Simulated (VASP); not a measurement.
# TiSe2 (P-3m1) in VASP: single point with PBEsol

Aim: the single point of TiSe2 with PBEsol.

The COD entry that gives the cell may itself be a prediction, so a difference from it is no test against experiment.

Program: VASP 6.6.1. These are calculated values, not measurements. Logs are shortened: lines on timing, memory, paths and dates and some standing lists are left out, and cuts for length are marked.

## (1) The crystal as given

It takes space group P-3m1 (No. 164, trigonal). The conventional cell has a = 3.477 Å, b = 3.477 Å, c = 5.932 Å, α = 90.00°, β = 90.00°, γ = 120.00°. Ti (site symmetry -3m) has 6 Se at 2.53 Å as nearest neighbours. Around Se (site symmetry 3m) lie 3 Ti at 2.53 Å.

## (2) Single point, PBEsol

Contents of INCAR:

```
ALGO = Normal
EDIFF = 1E-7
ENCUT = 520
GGA = PS
ICORELEVEL = 1
ISIF = 2
ISMEAR = 1
LASPH = T
LCHARG = F
LREAL = F
LWAVE = F
NBANDS = 19
NELM = 80
PREC = Accurate
SIGMA = 0.1
```

Contents of KPOINTS:

```
k-points
0
Gamma
  12 12 9
```

Contents of POSCAR:

```
TiSe2
1.0
    3.4768805100      0.0000000000      0.0000000000
   -1.7384397400      3.0110665500      0.0000000000
    0.0000000000      0.0000000000      5.9319320000
Ti Se
1 2
Direct
    0.0000000000      0.0000000000      0.0000000000
    0.3333330000      0.6666660000      0.2608040000
    0.6666670000      0.3333340000      0.7391960000
```

Potentials or basis: VASP PAW PBE potentials, release 64 (Ti_sv, Se).

Run with:

```console
cat potpaw_PBE.64/Ti_sv/POTCAR potpaw_PBE.64/Se/POTCAR > POTCAR
mpirun -np 1 vasp_std > vasp.out
```

OUTCAR:

```text
EDIFF = 1E-7
   ENCUT = 520
   GGA = PS
   ISIF = 2
   ISMEAR = 1
   LASPH = T
   LREAL = F
   NELM = 80
   PREC = Accurate

 ion  position               nearest neighbor table
   1  0.000  0.000  0.000-   2 2.53   3 2.53   3 2.53   2 2.53   3 2.53   2 2.53
   2  0.333  0.667  0.261-   1 2.53   1 2.53   1 2.53
   3  0.667  0.333  0.739-   1 2.53   1 2.53   1 2.53

  LATTYP: Found a hexagonal cell.
 ALAT       =     3.4768805100
 C/A-ratio  =     1.7061075245

  Lattice vectors:

 A1 = (   3.4768805100,   0.0000000000,   0.0000000000)
 A2 = (  -1.7384397400,   3.0110665500,   0.0000000000)
 A3 = (   0.0000000000,   0.0000000000,   5.9319320000)

Analysis of symmetry for initial positions (statically):
=====================================================================
 Subroutine PRICEL returns:
 Original cell was already a primitive cell.

 Routine SETGRP: Setting up the symmetry group for a
 hexagonal supercell.

 Subroutine GETGRP returns: Found 12 space group operations
 (whereof 12 operations were pure point group operations)
 out of a pool of 24 trial point group operations.

The static configuration has the point symmetry D_3d.

Analysis of symmetry for dynamics (positions and initial velocities):
=====================================================================
 Subroutine PRICEL returns:
 Original cell was already a primitive cell.

 Routine SETGRP: Setting up the symmetry group for a
 hexagonal supercell.

 Subroutine GETGRP returns: Found 12 space group operations
 (whereof 12 operations were pure point group operations)
 out of a pool of 24 trial point group operations.

The dynamic configuration has the point symmetry D_3d.

 Subroutine INISYM returns: Found 12 space group operations
 (whereof 12 operations are pure point group operations),
 and found     1 'primitive' translations

----------------------------------------------------------------------------------------

                                     Primitive cell

  volume of cell :      62.1021

  direct lattice vectors                    reciprocal lattice vectors
     3.476880510  0.000000000  0.000000000     0.287614141  0.166054069  0.000000000
    -1.738439740  3.011066550  0.000000000     0.000000000  0.332108236  0.000000000
     0.000000000  0.000000000  5.931932000     0.000000000  0.000000000  0.168579141

  length of vectors
     3.476880510  3.476879995  5.931932000     0.332108187  0.332108236  0.168579141

  position of ions in fractional coordinates (direct lattice)
     0.000000000  0.000000000  0.000000000
     0.333333000  0.666666000  0.260804000
     0.666667000  0.333334000  0.739196000

  ion indices of the primitive-cell ions
   primitive index   ion index
                 1           1
                 2           2
                 3           3

----------------------------------------------------------------------------------------

 KPOINTS: k-points

Automatic generation of k-mesh.
 Grid dimensions read from file:
 generate k-points for:   12   12    9

 Generating k-lattice:

  Cartesian coordinates                     Fractional coordinates (reciprocal lattice)
     0.023967845  0.013837839  0.000000000     0.083333333  0.000000000  0.000000000
     0.000000000  0.027675686  0.000000000     0.000000000  0.083333333  0.000000000
     0.000000000  0.000000000  0.018731016     0.000000000  0.000000000  0.111111111

  Length of vectors
     0.027675682  0.027675686  0.018731016

  Shift w.r.t. Gamma in fractional coordinates (k-lattice)
     0.000000000  0.000000000  0.000000000

 Subroutine IBZKPT returns following result:
 ===========================================

 Found    143 irreducible k-points:

 Following reciprocal coordinates:
            Coordinates               Weight
  0.000000  0.000000  0.000000      1.000000
  0.083333  0.000000  0.000000      6.000000
  0.166667  0.000000  0.000000      6.000000
  0.250000  0.000000  0.000000      6.000000
  0.333333 -0.000000  0.000000      6.000000
  0.416667  0.000000  0.000000      6.000000
[... 16 lines left out ...]
  0.166667  0.000000  0.111111      6.000000
  0.000000  0.166667  0.111111      6.000000
 [... further k-points ...]
   k-points           NKPTS =    143   k-points in BZ     NKDIM =    143   number of bands    NBANDS=     19
   number of dos      NEDOS =    301   number of ions     NIONS =      3
   total plane-waves  NPLWV =  37632
   dimension x,y,z NGX =    28 NGY =   28 NGZ =   48
   dimension x,y,z NGXF=    56 NGYF=   56 NGZF=   96
   ions per type =               1   2
   NGX,Y,Z   is equivalent  to a cutoff of  13.39, 13.39, 13.45 a.u.
   NGXF,Y,Z  is equivalent  to a cutoff of  26.78, 26.78, 26.90 a.u.
 SYSTEM =  unknown system
   PREC   = accura    normal or accurate (medium, high low for compatibility)
   ISTART =      0    job   : 0-new  1-cont  2-samecut
   ICHARG =      2    charge: 1-file 2-atom 10-const
   ISPIN  =      1    spin polarized calculation?
   LNONCOLLINEAR =      F non collinear calculations
   LSORBIT =      F    spin-orbit coupling
   LASPH  =      T    aspherical Exc in radial PAW
   ENCUT  =  520.0 eV  38.22 Ry    6.18 a.u.   6.46  6.46 11.03*2*pi/ulx,y,z
   NELM   =     80;   NELMIN=  2; NELMDL= -5     # of ELM steps
   EDIFF  = 0.1E-06   stopping-criterion for ELM
   LREAL  =      F    real-space projection
   EDIFFG = 0.1E-05   stopping-criterion for IOM
   NSW    =      0    number of steps for IOM
   IBRION =     -1    ionic relax: 0-MD 1-quasi-New 2-CG
   NFREE  =      0    steps in history (QN), initial steepest desc. (CG)
   ISIF   =      2    stress and relaxation
   ISYM   =      2    0-nonsym 1-usesym 2-fastsym
   POTIM  = 0.5000    time-step for ionic-motion
   TEBEG  =    0.0;   TEEND  =   0.0 temperature during run
   PSTRESS=    0.0 pullay stress
   NELECT =      24.0000    total number of electrons
   NUPDOWN=      -1.0000    fix difference up-down
   EMIN   =  10.00;   EMAX   =-10.00  energy-range for DOS
   EFERMI =   0.00;   METHOD = LEGACY
   ISMEAR =     1;   SIGMA  =   0.10  broadening in eV -4-tet -1-fermi 0-gaus
   EFERMI_NEDOS =   21; number of points for ismear=-14 and -15
   IALGO  =     38    algorithm
   IMIX   =      4    mixing-type and parameters
     AMIX     =   0.40;   BMIX     =  1.00
     AMIX_MAG =   1.60;   BMIX_MAG =  1.00
  volume/ion in A,a.u.               =      20.70       139.70
  Fermi-wavevector in a.u.,A,eV,Ry     =   1.192458  2.253419 19.346892  1.421956
  Thomas-Fermi vector in A             =   2.328496
   LORBIT       =      0    0 simple, 1 ext, 2 COOP (PROOUT), +10 PAW based schemes
   GGA     = PS    functional components
   LHFCALC =     F    Hartree Fock is set to
   AEXX    =    0.0000 exact exchange contribution
   IVDW    =     0    specifies the selected vdW correction
   LEPSILON=     F    determine dielectric tensor
   LRPA    =     F    only Hartree local field effects (RPA)
 non-spin polarized calculation
 Methfessel and Paxton  Order N= 1 SIGMA  =   0.10
  energy-cutoff  :      520.00
  volume of cell :       62.10
 maximum number of plane-waves:      1690
 NGX is ok and might be reduce to    28
   NGX = 13   NGY = 13   NGZ = 23

 number of electron      24.0000000 magnetization

 Free energy of the ion-electron system (eV)
  ---------------------------------------------------
  ext. energy  EPLUGINS =         0.00000000
  ---------------------------------------------------
  free energy    TOTEN  =       -19.46179436 eV

  energy without entropy =      -19.46192780  energy(sigma->0) =      -19.46183884

 the core state eigenenergies are
   1-  1s  -4858.5889  2s   -527.1513  2p   -434.4476
   2-  1s -12492.1031  2s  -1595.6366  2p  -1401.9821  3s   -202.3646  3p   -141.8377
       3d    -42.0298
   3-  1s -12492.1031  2s  -1595.6366  2p  -1401.9821  3s   -202.3646  3p   -141.8377
       3d    -42.0298

 E-fermi :   5.1245     XC(G=0): -10.4074

 val. band max:        5.1125068621   @ k =   0.0000   0.0833   0.3333
 cond. band min:       5.1256709797   @ k =   0.5000   0.0000   0.2222
 fundamental gap:      0.0131641177
 Fermi energy:         5.1244795622

 k-point     1 :       0.0000    0.0000    0.0000
  band No.  band energies     occupation
      1     -52.1116      2.00000
      2     -28.4528      2.00000
      3     -28.4329      2.00000
      4     -28.4329      2.00000
      5      -9.0311      2.00000
      6      -7.4798      2.00000
[... 11 lines left out ...]
     18      10.8407      0.00000
     19      11.1533      0.00000

 k-point     2 :       0.0833    0.0000    0.0000
  band No.  band energies     occupation
      1     -52.1109      2.00000
      2     -28.4512      2.00000
      3     -28.4403      2.00000
      4     -28.4346      2.00000
      5      -8.9500      2.00000
      6      -7.4504      2.00000
[... 11 lines left out ...]
     18      11.4305      0.00000
     19      11.6273      0.00000

 k-point     3 :       0.1667    0.0000    0.0000
  band No.  band energies     occupation
      1     -52.1091      2.00000
      2     -28.4604      2.00000
      3     -28.4467      2.00000
      4     -28.4391      2.00000
      5      -8.7159      2.00000
      6      -7.3697      2.00000
[... 11 lines left out ...]
     18      12.2403      0.00000
     19      12.5769      0.00000

 k-point     4 :       0.2500    0.0000    0.0000
  band No.  band energies     occupation
      1     -52.1067      2.00000
      2     -28.4876      2.00000
      3     -28.4452      2.00000
      4     -28.4406      2.00000
      5      -8.3589      2.00000
      6      -7.2603      2.00000
[... 165 lines left out ...]
     18      12.1879      0.00000
     19      12.3239      0.00000

 k-point    12 :       0.4167    0.0833    0.0000
  band No.  band energies     occupation
      1     -52.1018      2.00000
      2     -28.5375      2.00000
      3     -28.4617      2.00000
      4     -28.4285      2.00000
      5      -7.3497      2.00000
      6      -7.1515      2.00000
[... 11 lines left out ...]
     18      11.9689      0.00000
     19      12.0979      0.00000

 k-point    13 :       0.1667    0.1667    0.0000
  band No.  band energies     occupation
      1     -52.1054      2.00000
      2     -28.4959      2.00000
      3     -28.4538      2.00000
      4     -28.4374      2.00000
      5      -8.1641      2.00000
      6      -7.2037      2.00000
[... 11 lines left out ...]
     18      13.1198      0.00000
     19      13.6000      0.00000

------------------------ aborting loop because EDIFF is reached ----------------------------------------

  FORCE on cell =-STRESS in cart. coord.  units (eV):
  Direction    XX          YY          ZZ          XY          YZ          ZX
  --------------------------------------------------------------------------------------
  -------------------------------------------------------------------------------------
  Total       -0.0197864     -0.0197864      0.0645385     -0.0000000     -0.0000000      0.0000000
  in kB       -0.5104718     -0.5104717      1.6650354     -0.0000001     -0.0000000      0.0000000
  external PRESSURE =       0.2146973 kB  Pullay stress =       0.0000000 kB

 VOLUME and BASIS-vectors are now :
 -----------------------------------------------------------------------------
  energy-cutoff  :      520.00
  volume of cell :       62.10
      direct lattice vectors                 reciprocal lattice vectors
     3.476880510  0.000000000  0.000000000     0.287614141  0.166054069  0.000000000
    -1.738439740  3.011066550  0.000000000     0.000000000  0.332108236  0.000000000
     0.000000000  0.000000000  5.931932000     0.000000000  0.000000000  0.168579141

 POSITION                                       TOTAL-FORCE (eV/Angst)
 -----------------------------------------------------------------------------------
      0.00000      0.00000      0.00000        -0.000000      0.000000      0.000000
      0.00000      2.00738      1.54707        -0.000000      0.000000      0.001952
      1.73844      1.00369      4.38486         0.000000     -0.000000     -0.001952
 -----------------------------------------------------------------------------------
    total drift:                                0.000000      0.000000      0.000000

  FREE ENERGIE OF THE ION-ELECTRON SYSTEM (eV)
  ---------------------------------------------------
  free  energy   TOTEN  =       -19.4617943631 eV

  energy  without entropy=      -19.4619278027  energy(sigma->0) =      -19.46183884
```

Wall time 99 s (1 thread of Intel Xeon Platinum 8488C (Sapphire Rapids), shared host); peak memory 0.31 GiB.

Results:

```yaml
Free_energy: -19.4618 eV
Pressure: 0.0 GPa
Band_gap_on_the_k_mesh: none (metal or under the smearing width)
```

Stress tensor (GPa, compression positive):
```
-0.05  0.00  0.00
 0.00 -0.05  0.00
 0.00  0.00  0.17
```

Levels at points of the mesh, in eV from the Fermi level:
```tsv
k point	band 8	band 9	band 10	band 11	band 12	band 13	band 14	band 15	band 16	band 17
(0.00, 0.00, 0.00)	-2.22	-2.22	0.30	0.53	0.53	0.58	0.67	0.67	3.44	3.44
(0.50, 0.00, 0.00)	-3.90	-2.85	-2.85	-2.23	-1.33	0.06	1.51	1.92	3.30	3.85
```

Core levels (eV, on the scale of the bands):
```csv
atom,levels
1 Ti,"1s -4858.6, 2s -527.2, 2p -434.4"
2 Se,"1s -12492.1, 2s -1595.6, 2p -1402.0, 3s -202.4, 3p -141.8, 3d -42.0"
3 Se,"1s -12492.1, 2s -1595.6, 2p -1402.0, 3s -202.4, 3p -141.8, 3d -42.0"
```

Caveat: the PAW data sets were made with another functional, which shifts forces and pressure a little.
